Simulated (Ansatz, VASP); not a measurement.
## WSe2: VASP beside Ansatz

```
W Se
1.0
     3.27902    0.00000    0.00000
    -1.63951    2.83971    0.00000
     0.00000    0.00000   12.78851
W Se
2 4
Direct
  0.33333 0.66667 0.25000
  0.66667 0.33333 0.75000
  0.33333 0.66667 0.61829
  0.66667 0.33333 0.11829
  0.33333 0.66667 0.88171
  0.66667 0.33333 0.38171
```

Alike in both runs: functional PBE; dispersion D3(BJ); k mesh 9 × 9 × 2; occupations gaussian, width 0.02 eV; no spin polarisation.

Ansatz relaxed the structure, and its values are those at the end. VASP's run is a single point on that final structure, the one shown.

|  | VASP | Ansatz |
| --- | --- | --- |
| version | VASP 6.6.1 | Ansatz 0.2.0 |
| potentials or method | VASP PAW PBE potentials, release 64 (W_sv, Se) | scalar-relativistic, plane waves, PAW |
| plane-wave cutoff (eV) | 520 | 420 |
| valence electrons in the cell | 52 | 92 |

Ansatz gave:

| Item | Value |
| --- | --- |
| gap on the k mesh at the Fermi level (eV) | 1.00 |
| least direct gap on the mesh (eV) | 1.57 |
| pressure (GPa) | 0.0 |
| rms of the force components (eV/Å) | 0.001 |

Question: Which values does VASP return?

Answer: gap on the k mesh at the Fermi level (eV): 0.99; least direct gap on the mesh (eV): 1.56; pressure (GPa): 0.3; rms of the force components (eV/Å): 0.022.

The two sets of potentials don't hold the same shells in valence.

Caveats: spin-orbit coupling is left out, which moves the levels of the heavy elements; an odd mesh through Γ misses points on the zone boundary, where band edges often lie. PBE gaps usually lie below the measured ones, often by a third to a half.
